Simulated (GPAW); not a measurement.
# Hf (Fm-3m) in GPAW: equation of state

How stiff is Hf in PBEsol, and what volume does it want? The cell is scaled to several volumes.

All numbers are computed with GPAW 26.7.0; they aren't measurements. Logs are shortened: lines on timing, memory, paths and dates and some standing lists are left out, and cuts for length are marked. The log counts tension as positive stress, the text compression.

### 1 The structure

Symmetry: Fm-3m, No. 225, cubic system. The conventional cell has a = 4.440 Å, b = 4.440 Å, c = 4.440 Å, α = 90.00°, β = 90.00°, γ = 90.00°. Hf (site symmetry m-3m) has 12 Hf at 3.14 Å as nearest neighbours.

This isn't the form of Hf at room conditions, which is hcp.

### 2 Equation of state, PBEsol

Input file run.py:

```python
from ase import Atoms
from ase.eos import EquationOfState
from ase.io import Trajectory
from ase.units import GPa
from gpaw import GPAW, PW, setup_paths

setup_paths.insert(0, '.')

atoms = Atoms(['Hf'],
              cell=[[0.0, 2.22, 2.22],
                    [2.22, 0.0, 2.22],
                    [2.22, 2.22, 0.0]],
              scaled_positions=[[0.0, 0.0, 0.0]],
              pbc=True)

traj = Trajectory('eos.traj', 'w')
volumes, energies = [], []
for x in [0.94, 0.96, 0.98, 1.0, 1.02, 1.04, 1.06]:
    a = atoms.copy()
    a.set_cell(atoms.cell * x**(1 / 3), scale_atoms=True)
    calc = GPAW(mode=PW(600),
                xc='PBEsol',
                kpts={'size': (10, 10, 10), 'gamma': True},
                occupations={'name': 'fermi-dirac', 'width': 0.05},
                nbands=14,
                convergence={'density': 1e-05, 'energy': 1e-05},
                maxiter=150,
                txt=f'eos-{x:.2f}.txt')
    a.calc = calc
    energies.append(a.get_potential_energy(force_consistent=True))
    volumes.append(a.get_volume())
    p = -a.get_stress()[:3].mean() / GPa
    calc.write(f'eos-{x:.2f}.gpw')
    traj.write(a)
    print(f'{x:.2f} {volumes[-1]:10.4f} A^3 {energies[-1]:14.6f} eV {p:9.3f} GPa', flush=True)

v0, e0, B = EquationOfState(volumes, energies, eos='birchmurnaghan').fit()
print(f'V0 = {v0:.4f} A^3, E0 = {e0:.6f} eV, B0 = {B / GPa:.2f} GPa')
```

Potentials or basis: PAW data sets generated in the run's folder for this functional, pw.

Launch:

```bash
$ gpaw-setup -f PBEsol Hf
$ OMP_NUM_THREADS=1 python run.py
```

Output:

```text
__  _  _
 | _ |_)|_||  |
 |__||  | ||/\| - 26.7.0

Input parameters:
  mode=PW(ecut=600.0),
  convergence={'density': 1e-05, 'energy': 1e-05},
  kpts=MonkhorstPack(size=(10, 10, 10), gamma=True),
  maxiter=150,
  nbands=14,
  occupations=Occupations(name='fermi-dirac', width=0.05),
  xc=XC(name='PBEsol')

Diagonalizing LCAO Hamiltonian
Converting LCAO to pw mode

       Hf

Atoms  # Å, Bohr magnetons
|   | symbol |        x |        y |        z |    initial magnetic moments |
|---|--------|----------|----------|----------|-----------------------------|
| 0 |     Hf | 0.000000 | 0.000000 | 0.000000 | ( 0.0000,  0.0000,  0.0000) |

Unit cell  # Å
| periodic |        x |        y |        z |  lengths |    angles |
|----------|----------|----------|----------|----------|-----------|
|      yes | 0.000000 | 2.174681 | 2.174681 | 3.075464 | 60.000000 |
|      yes | 2.174681 | 0.000000 | 2.174681 | 3.075464 | 60.000000 |
|      yes | 2.174681 | 2.174681 | 0.000000 | 3.075464 | 60.000000 |

Number of symmetries: 48
Symmetry operations  # r_c * U_cc + t_c -> r_c
|    | kind |            matrix            |
|----|------|------------------------------|
|  0 |  σ   |  1, 0, 0,  1, 0,-1,  1,-1, 0 |
|  1 |  C2  |  1, 0, 0,  1,-1, 0,  1, 0,-1 |
|  2 |  E   |  1, 0, 0,  0, 1, 0,  0, 0, 1 |
|  3 |  σ   |  1, 0, 0,  0, 0, 1,  0, 1, 0 |
|  4 |  C4  |  1, 0,-1,  1, 0, 0,  1,-1, 0 |
|  5 |  S6  |  1, 0,-1,  1,-1, 0,  1, 0, 0 |
|  6 |  σ   |  1, 0,-1,  0, 1,-1,  0, 0,-1 |
|  7 |  C3  |  1, 0,-1,  0, 0,-1,  0, 1,-1 |
|  8 |  S6  |  1,-1, 0,  1, 0, 0,  1, 0,-1 |
|  9 |  C4  |  1,-1, 0,  1, 0,-1,  1, 0, 0 |
| 10 |  C3  |  1,-1, 0,  0,-1, 1,  0,-1, 0 |
| 11 |  σ   |  1,-1, 0,  0,-1, 0,  0,-1, 1 |
| 12 |  σ   |  0, 1, 0,  1, 0, 0,  0, 0, 1 |
| 13 |  C4  |  0, 1, 0,  0, 1,-1, -1, 1, 0 |
| 14 |  C3  |  0, 1, 0,  0, 0, 1,  1, 0, 0 |
| 15 |  S6  |  0, 1, 0, -1, 1, 0,  0, 1,-1 |
| 16 |  C2  |  0, 1,-1,  1, 0,-1,  0, 0,-1 |
| 17 |  σ   |  0, 1,-1,  0, 1, 0, -1, 1, 0 |
| 18 |  S4  |  0, 1,-1,  0, 0,-1,  1, 0,-1 |
| 19 |  C4  |  0, 1,-1, -1, 1, 0,  0, 1, 0 |
| 20 |  C3  |  0, 0, 1,  1, 0, 0,  0, 1, 0 |
| 21 |  σ   |  0, 0, 1,  0, 1, 0,  1, 0, 0 |
| 22 |  S6  |  0, 0, 1,  0,-1, 1, -1, 0, 1 |
| 23 |  C4  |  0, 0, 1, -1, 0, 1,  0,-1, 1 |
| 24 |  S4  |  0, 0,-1,  1, 0,-1,  0, 1,-1 |
| 25 |  C3  |  0, 0,-1,  0, 1,-1,  1, 0,-1 |
| 26 |  C2  |  0, 0,-1,  0,-1, 0, -1, 0, 0 |
| 27 |  S6  |  0, 0,-1, -1, 0, 0,  0,-1, 0 |
| 28 |  S4  |  0,-1, 1,  1,-1, 0,  0,-1, 0 |
| 29 |  C4  |  0,-1, 1,  0, 0, 1, -1, 0, 1 |
| 30 |  C2  |  0,-1, 1,  0,-1, 0,  1,-1, 0 |
| 31 |  σ   |  0,-1, 1, -1, 0, 1,  0, 0, 1 |
| 32 |  C3  |  0,-1, 0,  1,-1, 0,  0,-1, 1 |
| 33 |  S6  |  0,-1, 0,  0, 0,-1, -1, 0, 0 |
| 34 |  S4  |  0,-1, 0,  0,-1, 1,  1,-1, 0 |
| 35 |  C2  |  0,-1, 0, -1, 0, 0,  0, 0,-1 |
| 36 |  C2  | -1, 1, 0,  0, 1, 0,  0, 1,-1 |
| 37 |  S6  | -1, 1, 0,  0, 1,-1,  0, 1, 0 |
| 38 |  S4  | -1, 1, 0, -1, 0, 1, -1, 0, 0 |
| 39 |  C3  | -1, 1, 0, -1, 0, 0, -1, 0, 1 |
| 40 |  S6  | -1, 0, 1,  0, 0, 1,  0,-1, 1 |
| 41 |  C2  | -1, 0, 1,  0,-1, 1,  0, 0, 1 |
| 42 |  C3  | -1, 0, 1, -1, 1, 0, -1, 0, 0 |
| 43 |  S4  | -1, 0, 1, -1, 0, 0, -1, 1, 0 |
| 44 |  C2  | -1, 0, 0,  0, 0,-1,  0,-1, 0 |
| 45 |  i   | -1, 0, 0,  0,-1, 0,  0, 0,-1 |
| 46 |  σ   | -1, 0, 0, -1, 1, 0, -1, 0, 1 |
| 47 |  C2  | -1, 0, 0, -1, 0, 1, -1, 1, 0 |

BZ-sampling:
  Number of BZ points: 1000
  Number of IBZ points: 47

  Monkhorst-Pack size: [10, 10, 10]
  Monkhorst-Pack shift: [0.05, 0.05, 0.05]

K-points  # in reciprocal-cell coordinates
|     |                                coordinates |     weight |
|-----|--------------------------------------------|------------|
|   0 | (  0.00000000,   0.00000000,   0.00000000) | 0.00100000 |
|   1 | (  0.10000000,   0.10000000,   0.00000000) | 0.00600000 |
|   2 | (  0.10000000,   0.10000000,   0.10000000) | 0.00800000 |
|   3 | (  0.20000000,   0.10000000,   0.10000000) | 0.01200000 |
|   4 | (  0.20000000,   0.20000000,   0.00000000) | 0.00600000 |
|   5 | (  0.20000000,   0.20000000,   0.10000000) | 0.02400000 |
|   6 | (  0.20000000,   0.20000000,   0.20000000) | 0.00800000 |
|   7 | (  0.30000000,   0.20000000,   0.10000000) | 0.02400000 |
|   8 | (  0.30000000,   0.20000000,   0.20000000) | 0.02400000 |
|   9 | (  0.30000000,   0.30000000,   0.00000000) | 0.00600000 |
| ... |                                            |            |
|  46 | (  0.50000000,   0.50000000,   0.50000000) | 0.00400000 |

Plane wave coefficients: 701
Cutoff: 600.0 eV

Spin-components: 1 (collinear spins)
Bands:           14
Projectors:      6
Spin-degeneracy: 2
Datatype:        complex128

Parallelization:
  kpt:    1
  domain: 1
  band:   1

Density:
  Valence electrons: 12.0
  Components: 1
  Grid points: [18 18 18]
  Charge: 0.0  # |e|

Potential:
  Grid points: [18 18 18]

species:
  Hf:
    name:    Hafnium
    Z:       72.0
    valence: 12
    core:    60
    charge:  0.0  # [|e|]
    compensation charges:
      type: gauss
      rc: 0.41  # [Å]
      lmax: 2
    cutoffs:
      filter: 2.36  # [Å]
      core: 4.02  # [Å]
    projectors
    | kind |    occ | energy [eV] | rcut [Å] |
    |------|--------|-------------|----------|
    |   5s |  2.000 |     -66.855 |    1.397 |
    |   6s |  2.000 |      -5.120 |    1.397 |
    |   5p |  6.000 |     -35.615 |    1.307 |
    |   6p |  0.000 |      -1.375 |    1.307 |
    |   5d |  2.000 |      -2.724 |    1.334 |
    |    d |        |      24.487 |    1.334 |

    Using partial waves for Hf as LCAO basis

Reference energy: -409762.375317  # eV

eigensolver:
  PPCG
  Converge bands: occupied
  niter=2

density mixing:
  MSR1-Mixer
  Pratt-step length: 0.05
  Maximum mixing coefficient: 0.75
  Old densities: 10
  SVD Regularization: 0.005
  Good broyden scale: 1.0
  Trust region scale: 1.0
  Backstep threshold: 4.0
  History deletion threshold: 6.0
  Fourier metric: weight=20.0, sigma=0.015

occupation numbers:
  Fermi-Dirac:
    width: 0.0500  # eV

poisson solver:
  ecut: 4800.0  # eV

xc functional:
  name: PBEsol with 2 nearest neighbor stencil

convergence criteria:
- Maximum integral of absolute [dens]ity change: 1e-05 electrons / valence electron
- Maximum [total energy] change in last 3 cyles: 1e-05 eV / valence electron
- Maximum integral of absolute [eigenst]ate change: 4e-08 eV^2 / valence electron
maximum number of iterations: 150

SCF iterations
|iter     | |      energy | eigst |  dens |
|---------|-|-------------|-------|-------|
|iter:   1| |   -8.066251 | -0.19 |       |
|iter:   2| |   -8.052330 | -3.10 | -1.35 |
|iter:   3| |   -7.986158 | -2.09 | -1.38 |
|iter:   4| |   -7.990422 | -3.42 | -1.99 |
|iter:   5| |   -7.991451 | -4.76 | -2.41 |
|iter:   6| |   -7.991456 | -6.92 | -3.78 |
|iter:   7| |   -7.991457c| -8.00c| -4.22 |
|iter:   8| |   -7.991457c| -9.80c| -5.71c|

Converged in 8 steps
Energy contributions relative to reference atoms: (reference = -409762.375317)

Energy contributions:
  Kinetic:          10.916685
  Coulomb:          -9.421397
  Zero:             -0.500636
  External:          0.000000
  Xc:               -8.980975
  Entropy:          -0.010267
  Spinorbit:         0.000000
  ----------------------------
  Free energy:      -7.996590
  Extrapolated:     -7.991457

dipole moment: (-15.799680, -15.799680, -15.799680)  # |e|*Ang

Fermi level: 10.671
Eigenvalues  # (at kpt = [0.000, 0.000, 0.000])
| band index |      eig [eV] | occ [0-2] |
|------------|---------------|-----------|
|          0 |       -50.655 |     2.000 |
|          1 |       -19.037 |     2.000 |
|          2 |       -19.037 |     2.000 |
|          3 |       -19.037 |     2.000 |
|          4 |         3.210 |     2.000 |
|          5 |        12.087 |     0.000 |
|          6 |        12.087 |     0.000 |
|          7 |        12.087 |     0.000 |
|          8 |        15.164 |     0.000 |
|          9 |        15.164 |     0.000 |
|         10 |        22.522 |     0.000 |
|         11 |        27.169 |     0.000 |
|         12 |        27.169 |     0.000 |
|         13 |        27.169 |     0.000 |

No gap
No difference between direct/indirect transitions

Stress tensor  # eV/Ang^3
|         x |         y |         z |
|-----------|-----------|-----------|
| -0.039250 | -0.000000 |  0.000000 |
| -0.000000 | -0.039250 |  0.000000 |
|  0.000000 |  0.000000 | -0.039250 |

# Writing to eos-0.94.gpw (mode='')
```

stdout:

```text
0.94    20.5692 A^3      -7.996590 eV     6.289 GPa
0.96    21.0068 A^3      -8.009962 eV     3.541 GPa
0.98    21.4445 A^3      -8.016175 eV     1.045 GPa
1.00    21.8821 A^3      -8.015898 eV    -1.214 GPa
1.02    22.3197 A^3      -8.009752 eV    -3.255 GPa
1.04    22.7574 A^3      -7.998304 eV    -5.100 GPa
1.06    23.1950 A^3      -7.982057 eV    -6.769 GPa
V0 = 21.6418 A^3, E0 = -8.016811 eV, B0 = 112.07 GPa
```

eos-0.98.txt:

```text
SCF iterations
|iter     | |      energy | eigst |  dens |
|---------|-|-------------|-------|-------|
|iter:   1| |   -8.096578 | -0.23 |       |
|iter:   2| |   -8.081090 | -3.07 | -1.33 |
|iter:   3| |   -8.006125 | -2.06 | -1.36 |
|iter:   4| |   -8.009931 | -3.40 | -1.98 |
|iter:   5| |   -8.010865 | -4.74 | -2.40 |
[... 35 lines left out ...]
|         10 |        21.843 |     0.000 |
|         11 |        26.303 |     0.000 |
|         12 |        26.303 |     0.000 |
|         13 |        26.303 |     0.000 |

No gap
No difference between direct/indirect transitions

Stress tensor  # eV/Ang^3
|         x |         y |         z |
|-----------|-----------|-----------|
| -0.006524 |  0.000000 |  0.000000 |
|  0.000000 | -0.006524 | -0.000000 |
|  0.000000 | -0.000000 | -0.006524 |

# Writing to eos-0.98.gpw (mode='')
```

Wall time 91 s (1 thread of AMD EPYC 7R43 (Zen 3), shared host); peak memory 0.2 GiB.

Results:

```yaml
Equilibrium_volume: 21.64 Å³/atom
Bulk_modulus: 112 GPa
Pressure_derivative_of_the_bulk_modulus: 4.0
```

Energy against volume, from the lowest point:
```
volume (Å³/atom)  energy (meV/atom)
          20.569              19.58
          21.007               6.21
          21.444               0.00
          21.882               0.28
          22.320               6.42
          22.757              17.87
          23.195              34.12
```
